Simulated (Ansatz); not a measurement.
**Nb in Ansatz: the effect of functional**

The system is Nb.

```
Nb
1.0
    -1.68585    1.68585    1.68585
     1.68585   -1.68585    1.68585
     1.68585    1.68585   -1.68585
Nb
1
Direct
  0.00000 0.00000 0.00000
```

The cell isn't the ideal one: volume scaled by 1.04.

Alike in all runs:

| Item | Value |
| --- | --- |
| Program | Ansatz 0.2.0 |
| Task | single point |
| Potentials or basis | Ansatz PAW |
| k mesh | 11 × 11 × 11 |
| Occupations | fermi-dirac, width 0.05 eV |
| Spin | no spin polarisation |

```csv
functional,cutoff,pressure (GPa)
LDA,420 eV (not typed: the program's choice for these potentials),-16.9
r2SCAN,500 eV (not typed: the program's choice for these potentials),-9.3
PBE,420 eV (not typed: the program's choice for these potentials),?
```

**Question.** What does the run with functional PBE give?

**Answer.** Pressure -8.0 GPa.

Caveats: the PAW data sets come from PBE, with cores solved anew for the run's functional, which leaves a small shift of forces and pressure (some runs).
